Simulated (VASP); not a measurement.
Here is a VASP 6.6.1 calculation.

The input POSCAR:

```
H2Os
1.0
    2.4917700000      0.0000000000      0.0000000000
    0.0000000000      2.4917700000      0.0000000000
    0.0000000000      0.0000000000      4.6022600000
H Os
2 1
Direct
    0.5000000000      0.5000000000      0.3950400000
    0.5000000000      0.5000000000      0.6049600000
    0.5000000000      0.5000000000      0.0000000000
```

INCAR.step1

```
PREC     = Accurate       # precision mode
ENCUT    = 520            # plane-wave cutoff, eV
EDIFF    = 1E-5           # SCF threshold, eV
ISMEAR   = -1             # smearing method
SIGMA    = 0.05           # smearing width, eV
LREAL    = False          # projectors in reciprocal space
LASPH    = True           # aspherical terms in the spheres
NELM     = 100            # most SCF steps
ALGO     = Normal         # electronic algorithm
ISIF     = 2              # what is computed and relaxed
LWAVE    = True           # write WAVECAR
LCHARG   = False          # write CHGCAR
GGA      = PE             # functional
```

The input INCAR.step2:

```
PREC     = Accurate       # precision mode
ENCUT    = 520            # plane-wave cutoff, eV
EDIFF    = 1E-7           # SCF threshold, eV
ISMEAR   = -1             # smearing method
SIGMA    = 0.05           # smearing width, eV
LREAL    = False          # projectors in reciprocal space
LASPH    = True           # aspherical terms in the spheres
NELM     = 100            # most SCF steps
ALGO     = Normal         # electronic algorithm
ISIF     = 2              # what is computed and relaxed
LWAVE    = False          # write WAVECAR
LCHARG   = False          # write CHGCAR
GGA      = PE             # functional
LHFCALC  = True           # exact exchange
HFSCREEN = 0.2            # screening, 1/A
AEXX     = 0.5            # exact-exchange fraction
PRECFOCK = Fast         
ISTART   = 1
```

The input KPOINTS:

```
Automatic mesh
0
Gamma
  6 6 3
```

Potentials or basis: VASP PAW PBE potentials, release 64 (H, Os).

The run is started by

```bash
$ cat potpaw_PBE.64/H/POTCAR potpaw_PBE.64/Os/POTCAR > POTCAR
$ cp INCAR.step1 INCAR
$ mpirun -np 1 vasp_std > vasp.out
$ cp INCAR.step2 INCAR
$ mpirun -np 1 vasp_std > vasp.out
```

Problem. Predict the pressure.

Solution. -11.9 GPa.

Problem. What does it give for the largest force?

Solution. 0.072 eV/Å.

Problem. Predict the band gap on the k mesh.

Solution. None (metal or under the smearing width).

Stress tensor (GPa, compression positive):
```
-12.26   0.00   0.00
  0.00 -12.26   0.00
  0.00   0.00 -11.23
```

Caveat: the k mesh is coarse (spacing up to 0.46 Å⁻¹), so the values aren't converged, least of all with exact exchange; the PAW data sets were made with another functional, which shifts forces and pressure a little. Spin-orbit coupling is left out, which matters for the levels of Os.
